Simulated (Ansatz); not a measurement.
A short molecular-dynamics run on `CCCN`.

```yaml
crystal:
  periodic: [false, false, false]
  atoms:
    - {symbol: C, position_ang: [-1.080918, 1.226959, -0.560916]}
    - {symbol: C, position_ang: [-0.423441, 0.223585, 0.370808]}
    - {symbol: C, position_ang: [0.722126, -0.532170, -0.290109]}
    - {symbol: N, position_ang: [1.404857, -1.512418, 0.535924]}
    - {symbol: H, position_ang: [-1.490943, 0.732593, -1.446203]}
    - {symbol: H, position_ang: [-1.898909, 1.758271, -0.069836]}
    - {symbol: H, position_ang: [-0.360811, 1.973979, -0.906832]}
    - {symbol: H, position_ang: [-1.167623, -0.499179, 0.726616]}
    - {symbol: H, position_ang: [-0.043486, 0.735639, 1.263122]}
    - {symbol: H, position_ang: [0.348325, -1.044834, -1.183740]}
    - {symbol: H, position_ang: [1.468360, 0.185605, -0.649368]}
    - {symbol: H, position_ang: [0.750849, -2.213189, 0.864243]}
    - {symbol: H, position_ang: [1.792015, -1.069540, 1.360891]}
basis:
  gaussian: {orbitals: def2-SVP}
hamiltonian: {xc: {name: PBE}, dispersion: d4}
md: {timestep: 2 fs, n_steps: 20, ensemble: nve, temperature: 700, initial_velocities: maxwell_boltzmann, seed: 752}
```

```sh
$ ansatz run in.yaml --threads 4 --pin off --events-out ev --progress --plain --max-ram 10444MiB
```

```csv
step,time (fs),potential energy (eV),kinetic (eV),T (K),conserved (eV)
0,0.0,-4737.9784,0.9953,700,-4736.9831
1,2.0,-4737.5161,0.6938,488,-4736.8223
2,4.0,-4737.3815,0.5146,362,-4736.8668
3,6.0,-4737.3064,0.4253,299,-4736.8812
4,8.0,-4737.1796,0.3479,245,-4736.8317
5,10.0,-4737.4706,0.5757,405,-4736.8949
6,12.0,-4737.4955,0.6187,435,-4736.8768
7,14.0,-4737.4056,0.5252,369,-4736.8804
8,16.0,-4737.3742,0.5204,366,-4736.8538
9,18.0,-4737.3938,0.4905,345,-4736.9033
10,20.0,-4737.3785,0.5178,364,-4736.8606
11,22.0,-4737.5523,0.6622,466,-4736.8901
12,24.0,-4737.3951,0.5277,371,-4736.8674
13,26.0,-4737.4262,0.5403,380,-4736.8858
14,28.0,-4737.2973,0.4310,303,-4736.8663
15,30.0,-4737.2489,0.3888,273,-4736.8600
16,32.0,-4737.3726,0.4631,326,-4736.9095
17,34.0,-4737.3199,0.4624,325,-4736.8575
18,36.0,-4737.4703,0.5568,392,-4736.9134
19,38.0,-4737.3766,0.5235,368,-4736.8531
20,40.0,-4737.4654,0.5956,419,-4736.8697
```

Velocities are drawn at the set temperature; a run this short doesn't reach equilibrium.

Frames (Å, forces in eV/Å):

```xyz
13
time=0.0 fs
C    -1.081    1.227   -0.561    0.068   -0.166    0.239
C    -0.423    0.224    0.371    0.024    0.145   -0.385
C     0.722   -0.532   -0.290    0.032   -0.244    0.495
N     1.405   -1.512    0.536    0.367   -0.054   -0.645
H    -1.491    0.733   -1.446   -0.211   -0.228   -0.456
H    -1.899    1.758   -0.070   -0.424    0.290    0.219
H    -0.361    1.974   -0.907    0.347    0.385   -0.190
H    -1.168   -0.499    0.727   -0.360   -0.367    0.201
H    -0.043    0.736    1.263    0.188    0.235    0.463
H     0.348   -1.045   -1.184   -0.197   -0.231   -0.496
H     1.468    0.186   -0.649    0.367    0.389   -0.227
H     0.751   -2.213    0.864   -0.410   -0.417    0.244
H     1.792   -1.070    1.361    0.207    0.261    0.539
13
time=2.0 fs
C    -1.082    1.210   -0.563    1.996    0.109   -2.514
C    -0.430    0.211    0.378    1.593    2.253    0.027
C     0.724   -0.510   -0.278    0.411   -0.996   -0.951
N     1.387   -1.511    0.519    3.091    2.250    1.401
H    -1.501    0.712   -1.525    0.501    0.588    1.173
H    -1.841    1.782   -0.118   -1.839    0.951    0.989
H    -0.317    2.048   -0.916   -1.024   -1.586    0.440
H    -1.105   -0.466    0.834   -1.369   -1.383    0.362
H    -0.015    0.757    1.278   -0.128   -0.041   -0.395
H     0.323   -1.082   -1.179    0.310    0.643    0.294
H     1.558    0.179   -0.645   -0.980   -0.219    0.107
H     0.816   -2.228    0.850   -1.833   -1.826    0.699
H     1.806   -1.066    1.417   -0.728   -0.744   -1.633
13
time=4.0 fs
C    -1.078    1.193   -0.573    0.446    1.637   -1.750
C    -0.432    0.206    0.385    0.773    1.792    1.269
C     0.728   -0.491   -0.269    0.309   -1.736   -1.466
N     1.377   -1.504    0.505    1.568   -0.775    2.803
H    -1.491    0.714   -1.559    0.564    0.609    1.459
H    -1.853    1.843   -0.128   -0.454   -0.364    0.150
H    -0.312    2.062   -0.909   -1.037   -1.939    0.434
H    -1.095   -0.487    0.955   -0.234   -0.222   -0.763
H     0.009    0.778    1.278   -0.310   -0.119   -0.706
H     0.309   -1.095   -1.163    0.502    1.022    0.408
H     1.610    0.165   -0.637   -1.495   -0.217    0.190
H     0.811   -2.312    0.862   -0.043    0.853   -0.601
H     1.793   -1.092    1.410   -0.590   -0.542   -1.428
13
time=6.0 fs
C    -1.071    1.181   -0.588   -1.192    2.172    0.615
C    -0.431    0.207    0.397   -0.066    1.015    1.664
C     0.733   -0.478   -0.265   -0.287   -2.207   -0.856
N     1.371   -1.499    0.499   -0.016   -3.111    1.041
H    -1.461    0.739   -1.537    0.015   -0.075    0.338
H    -1.883    1.889   -0.133    0.650   -1.411   -0.474
H    -0.348    2.001   -0.885    0.036   -0.838   -0.010
H    -1.094   -0.515    1.047    0.568    0.702   -1.680
H     0.021    0.793    1.250   -0.238    0.112   -0.326
H     0.314   -1.069   -1.131    0.281    0.724   -0.229
H     1.604    0.142   -0.621   -0.947    0.369   -0.044
H     0.804   -2.364    0.851    0.578    1.964   -1.098
H     1.756   -1.138    1.349    0.617    0.585    1.059
13
time=8.0 fs
C    -1.069    1.177   -0.602   -2.570    0.528    3.482
C    -0.431    0.210    0.413   -0.311    0.607    0.643
C     0.737   -0.472   -0.264   -1.003   -2.198    0.629
N     1.366   -1.503    0.497    0.165   -2.424   -0.556
H    -1.429    0.762   -1.502   -0.798   -1.097   -1.528
H    -1.888    1.882   -0.155    0.675   -1.347   -0.459
H    -0.381    1.908   -0.862    2.281    1.685   -0.850
H    -1.072   -0.517    1.074    0.482    0.743   -1.650
H     0.024    0.813    1.210    0.068    0.546    0.449
H     0.330   -1.015   -1.108   -0.255   -0.085   -1.276
H     1.563    0.133   -0.607    0.257    1.222   -0.429
H     0.819   -2.340    0.798   -0.132    0.811   -0.618
H     1.744   -1.162    1.328    1.141    1.009    2.161
13
time=10.0 fs
C    -1.075    1.174   -0.605   -0.864   -0.283    1.915
C    -0.431    0.216    0.432    0.491    1.258   -0.895
C     0.737   -0.473   -0.260   -0.881   -1.512    0.840
N     1.361   -1.513    0.492    3.390    1.996    1.025
H    -1.428    0.742   -1.526   -0.413   -0.795   -0.775
H    -1.867    1.823   -0.195   -0.399   -0.158    0.182
H    -0.328    1.880   -0.871    1.357    1.030   -0.597
H    -1.030   -0.490    1.039   -0.465   -0.182   -0.575
H     0.030    0.854    1.188    0.132    0.521    0.701
H     0.336   -0.965   -1.133   -0.351   -0.354   -1.210
H     1.531    0.171   -0.610    0.407    1.082   -0.290
H     0.829   -2.286    0.722   -1.991   -2.213    0.559
H     1.775   -1.147    1.390   -0.413   -0.389   -0.881
13
time=12.0 fs
C    -1.083    1.170   -0.601    2.488   -0.836   -1.413
C    -0.430    0.226    0.448    1.841    2.716   -1.926
C     0.735   -0.479   -0.254   -0.288   -0.258   -0.730
N     1.365   -1.518    0.491    2.081    0.414    1.696
H    -1.443    0.692   -1.579    0.365    0.114    1.024
H    -1.861    1.758   -0.229   -1.856    1.362    0.937
H    -0.222    1.891   -0.903   -1.217   -0.747    0.168
H    -1.007   -0.471    0.981   -1.604   -1.405    0.779
H     0.041    0.915    1.192   -0.260   -0.222    0.237
H     0.329   -0.928   -1.205    0.166    0.040    0.263
H     1.515    0.250   -0.623   -0.414   -0.137    0.312
H     0.763   -2.316    0.667   -0.303   -0.176    0.319
H     1.790   -1.147    1.419   -1.000   -0.866   -1.666
13
time=14.0 fs
C    -1.084    1.163   -0.602    1.688    0.128   -1.556
C    -0.423    0.245    0.458    0.851    1.400   -1.091
C     0.731   -0.486   -0.251    0.066    0.823   -1.601
N     1.375   -1.521    0.494   -0.614   -1.943   -0.195
H    -1.444    0.647   -1.593    0.575    0.448    1.543
H    -1.927    1.745   -0.226   -0.275    0.504    0.203
H    -0.163    1.874   -0.928   -2.128   -0.988    0.408
H    -1.045   -0.505    0.953   -0.602   -0.141    0.257
H     0.041    0.967    1.205   -0.518   -0.803   -0.064
H     0.328   -0.889   -1.267    0.449    0.141    1.276
H     1.483    0.324   -0.625   -0.618   -0.993    0.622
H     0.686   -2.353    0.624    1.495    1.703    0.213
H     1.767   -1.180    1.383   -0.370   -0.279   -0.014
13
time=16.0 fs
C    -1.079    1.157   -0.608   -0.283    0.883   -0.030
C    -0.413    0.268    0.464   -0.819   -0.757   -0.508
C     0.728   -0.490   -0.252    0.199    1.395   -1.024
N     1.384   -1.530    0.496   -1.995   -2.309   -3.341
H    -1.423    0.618   -1.548    0.251    0.113    0.790
H    -2.003    1.751   -0.216    1.482   -0.488   -0.543
H    -0.186    1.819   -0.938   -1.529   -0.181    0.166
H    -1.106   -0.544    0.935    0.680    1.328   -0.340
H     0.022    0.989    1.216   -0.370   -0.775    0.090
H     0.345   -0.845   -1.280    0.287   -0.165    1.187
H     1.427    0.360   -0.603   -0.067   -1.019    0.505
H     0.665   -2.324    0.589    1.436    1.225    0.393
H     1.730   -1.224    1.347    0.729    0.750    2.654
13
time=18.0 fs
C    -1.075    1.154   -0.613   -2.141    0.224    2.370
C    -0.406    0.288    0.468   -1.739   -2.012   -0.817
C     0.726   -0.489   -0.257    0.137    1.388    0.964
N     1.387   -1.545    0.490    1.208    1.407   -1.102
H    -1.392    0.594   -1.473   -0.457   -0.865   -0.878
H    -2.022    1.739   -0.226    1.725   -0.579   -0.630
H    -0.267    1.757   -0.942    0.809    1.733   -0.730
H    -1.141   -0.533    0.904    0.998    1.547   -0.282
H    -0.011    0.980    1.231    0.048   -0.296    0.526
H     0.372   -0.807   -1.248   -0.290   -0.745   -0.088
H     1.369    0.358   -0.561    1.010   -0.177    0.063
H     0.700   -2.249    0.570   -1.006   -1.588    0.704
H     1.721   -1.240    1.413   -0.301   -0.037   -0.101
13
time=20.0 fs
C    -1.078    1.152   -0.612   -1.367   -0.801    2.094
C    -0.404    0.303    0.470   -1.279   -1.603   -1.204
C     0.724   -0.484   -0.258    0.078    0.977    2.638
N     1.393   -1.557    0.480    1.974    2.321    0.595
H    -1.379    0.537   -1.431   -0.562   -0.907   -1.105
H    -1.975    1.705   -0.261    0.283    0.202   -0.038
H    -0.317    1.761   -0.973    1.514    2.129   -1.070
H    -1.138   -0.462    0.862    0.269    0.528    0.231
H    -0.043    0.961    1.265    0.306   -0.021    0.569
H     0.388   -0.798   -1.219   -0.708   -1.041   -1.206
H     1.350    0.348   -0.517    1.736    0.619   -0.329
H     0.696   -2.235    0.577   -1.499   -2.012    0.666
H     1.700   -1.256    1.474   -0.745   -0.390   -1.841
13
time=22.0 fs
C    -1.085    1.146   -0.603    2.742   -1.121   -1.674
C    -0.407    0.312    0.468    0.678    0.414   -1.186
C     0.722   -0.476   -0.251    0.391    0.874    1.448
N     1.404   -1.562    0.472   -1.290   -0.713    0.656
H    -1.387    0.445   -1.432   -0.027    0.485    0.258
H    -1.917    1.678   -0.297   -2.269    1.582    0.925
H    -0.309    1.846   -1.046   -0.707   -0.238    0.147
H    -1.125   -0.371    0.829   -1.392   -1.410    1.038
H    -0.063    0.941    1.321    0.227   -0.203   -0.111
H     0.377   -0.829   -1.236   -0.207   -0.350   -0.075
H     1.396    0.362   -0.486    0.923   -0.131   -0.269
H     0.635   -2.298    0.610    1.241    0.812   -0.047
H     1.651   -1.288    1.466   -0.310   -0.002   -1.112
13
time=24.0 fs
C    -1.084    1.138   -0.600    1.513    0.609   -2.632
C    -0.407    0.322    0.463    0.701    0.294    0.014
C     0.722   -0.465   -0.240    1.016    0.544   -0.104
N     1.412   -1.569    0.466   -2.752   -1.900   -1.139
H    -1.396    0.371   -1.422    0.203    1.324    0.833
H    -1.946    1.712   -0.297   -0.812    0.411    0.390
H    -0.328    1.923   -1.112   -1.370   -1.491    0.833
H    -1.164   -0.334    0.836   -0.924   -1.225    0.680
H    -0.074    0.912    1.373    0.123   -0.260   -0.728
H     0.358   -0.873   -1.256    0.338    0.481    1.108
H     1.479    0.371   -0.465   -0.329   -1.019   -0.122
H     0.621   -2.329    0.641    1.771    1.441   -0.557
H     1.589   -1.319    1.414    0.522    0.790    1.425
13
time=26.0 fs
C    -1.078    1.131   -0.606   -1.017    2.376   -1.720
C    -0.405    0.333    0.457   -0.738   -1.204    1.342
C     0.725   -0.453   -0.228    1.351   -0.168   -0.540
N     1.413   -1.581    0.456   -1.591   -0.477   -0.432
H    -1.398    0.349   -1.381    0.046    1.156    0.407
H    -2.006    1.762   -0.283    1.144   -1.084   -0.264
H    -0.399    1.942   -1.147   -0.846   -1.515    0.825
H    -1.240   -0.344    0.869    0.922    0.140   -0.346
H    -0.080    0.874    1.397    0.144    0.016   -0.770
H     0.353   -0.898   -1.234    0.431    0.810    1.090
H     1.548    0.341   -0.449   -0.952   -1.006   -0.108
H     0.675   -2.305    0.650    0.392    0.216   -0.623
H     1.548   -1.321    1.418    0.715    0.741    1.141
13
time=28.0 fs
C    -1.075    1.132   -0.617   -2.417    2.257    0.564
C    -0.406    0.341    0.456   -1.214   -1.860    1.303
C     0.732   -0.440   -0.219    1.099   -0.944    0.244
N     1.409   -1.594    0.446    1.419    3.025    1.627
H    -1.398    0.370   -1.324   -0.488   -0.018   -0.790
H    -2.023    1.770   -0.278    1.422   -1.371   -0.340
H    -0.504    1.904   -1.150    0.719   -0.040   -0.132
H    -1.280   -0.349    0.889    1.623    0.584   -0.775
H    -0.081    0.837    1.392    0.283    0.529   -0.219
H     0.363   -0.893   -1.170    0.059    0.498   -0.093
H     1.582    0.272   -0.437   -0.656   -0.152   -0.240
H     0.744   -2.274    0.636   -2.339   -2.414   -0.009
H     1.534   -1.294    1.465    0.492   -0.094   -1.138
13
time=30.0 fs
C    -1.079    1.140   -0.626   -2.585    0.079    2.450
C    -0.410    0.342    0.458   -0.556   -1.492    0.426
C     0.743   -0.431   -0.209    0.149   -1.586    1.522
N     1.409   -1.600    0.440   -0.038    1.405    2.661
H    -1.416    0.391   -1.298   -0.779   -0.850   -1.429
H    -1.985    1.725   -0.287    0.264   -0.576    0.106
H    -0.580    1.864   -1.159    2.358    1.958   -1.518
H    -1.257   -0.331    0.878    1.167    0.193   -0.591
H    -0.071    0.820    1.378    0.356    0.916    0.301
H     0.376   -0.868   -1.109   -0.520   -0.165   -1.639
H     1.590    0.198   -0.433    0.424    1.117   -0.457
H     0.723   -2.334    0.621   -0.548   -0.398   -0.276
H     1.539   -1.270    1.468    0.309   -0.600   -1.555
13
time=32.0 fs
C    -1.092    1.148   -0.627    0.734   -0.959   -0.604
C    -0.416    0.339    0.463    1.607    0.310   -0.407
C     0.754   -0.427   -0.193   -0.439   -1.929    0.558
N     1.409   -1.601    0.441   -1.801   -0.928    1.327
H    -1.465    0.379   -1.326   -0.137    0.098   -0.417
H    -1.936    1.659   -0.292   -2.178    1.182    1.050
H    -0.566    1.899   -1.225    0.922    0.087   -0.020
H    -1.191   -0.306    0.846   -0.569   -1.144    0.299
H    -0.048    0.838    1.376    0.057    0.719   -0.008
H     0.369   -0.850   -1.112   -0.298   -0.015   -1.146
H     1.614    0.167   -0.448    0.480    1.343   -0.351
H     0.682   -2.410    0.596    1.235    1.658   -0.378
H     1.556   -1.270    1.412    0.384   -0.422    0.096
13
time=34.0 fs
C    -1.103    1.154   -0.630    0.830   -0.383   -2.101
C    -0.417    0.336    0.465    2.864    1.615   -0.666
C     0.764   -0.430   -0.177    0.107   -1.415   -1.708
N     1.404   -1.605    0.446   -2.126   -1.470   -1.143
H    -1.518    0.371   -1.370    0.474    0.910    0.535
H    -1.972    1.637   -0.256   -1.309    1.001    0.613
H    -0.517    1.937   -1.293   -0.513   -1.340    1.376
H    -1.145   -0.325    0.824   -1.475   -1.734    0.860
H    -0.022    0.883    1.373   -0.401    0.175   -0.553
H     0.351   -0.833   -1.158    0.362    0.428    0.401
H     1.657    0.186   -0.476   -0.749    0.444    0.186
H     0.688   -2.422    0.557    1.231    1.659   -0.089
H     1.588   -1.286    1.359    0.702    0.110    2.289
13
time=36.0 fs
C    -1.111    1.158   -0.640   -1.198    0.497   -0.877
C    -0.409    0.339    0.466    0.983    0.095   -0.117
C     0.774   -0.436   -0.165    0.493   -0.516   -2.695
N     1.393   -1.613    0.447    0.479    1.648    0.304
H    -1.554    0.398   -1.394    0.588    0.841    0.703
H    -2.057    1.655   -0.197    1.218   -0.131   -0.616
H    -0.488    1.924   -1.307   -0.892   -1.278    1.562
H    -1.157   -0.410    0.836    0.271    0.247    0.116
H    -0.011    0.935    1.350   -0.580   -0.181   -0.561
H     0.346   -0.799   -1.188    0.622    0.350    1.066
H     1.671    0.223   -0.497   -1.286   -0.218    0.568
H     0.741   -2.371    0.514   -0.811   -0.772    0.347
H     1.646   -1.297    1.394    0.113   -0.582    0.200
13
time=38.0 fs
C    -1.123    1.163   -0.653   -1.919    0.123    1.430
C    -0.398    0.342    0.466   -0.539   -1.197   -0.415
C     0.785   -0.445   -0.162    0.234    0.347   -2.052
N     1.383   -1.616    0.450    2.639    3.605    1.522
H    -1.566    0.457   -1.391    0.143   -0.061    0.035
H    -2.096    1.667   -0.162    1.990   -0.401   -1.074
H    -0.492    1.862   -1.262   -0.174    0.024    0.632
H    -1.158   -0.486    0.852    1.171    1.536   -0.280
H    -0.023    0.981    1.304   -0.392   -0.148   -0.020
H     0.365   -0.751   -1.178    0.405   -0.142    0.620
H     1.636    0.252   -0.496   -0.752   -0.279    0.586
H     0.762   -2.349    0.484   -2.192   -2.509    0.509
H     1.709   -1.331    1.437   -0.614   -0.898   -1.491
13
time=40.0 fs
C    -1.141    1.169   -0.661   -1.824   -1.324    3.688
C    -0.388    0.342    0.465   -1.122   -1.506   -1.128
C     0.798   -0.452   -0.166   -0.479    0.845   -0.090
N     1.381   -1.610    0.457   -0.225   -0.701    0.782
H    -1.574    0.514   -1.386   -0.469   -1.115   -0.942
H    -2.058    1.663   -0.168    1.219    0.031   -0.706
H    -0.504    1.801   -1.193    1.433    1.952   -0.935
H    -1.114   -0.503    0.857    0.920    1.557   -0.176
H    -0.050    1.020    1.258   -0.056    0.046    0.551
H     0.400   -0.709   -1.145   -0.197   -0.792   -0.770
H     1.572    0.269   -0.472    0.565    0.295    0.279
H     0.700   -2.424    0.474    0.843    1.103    0.352
H     1.748   -1.399    1.423   -0.608   -0.390   -0.906
```

Hardware: 4 threads of an Arm Neoverse V2 on a shared host. Wall time 17 s, peak host memory 0.46 GiB.
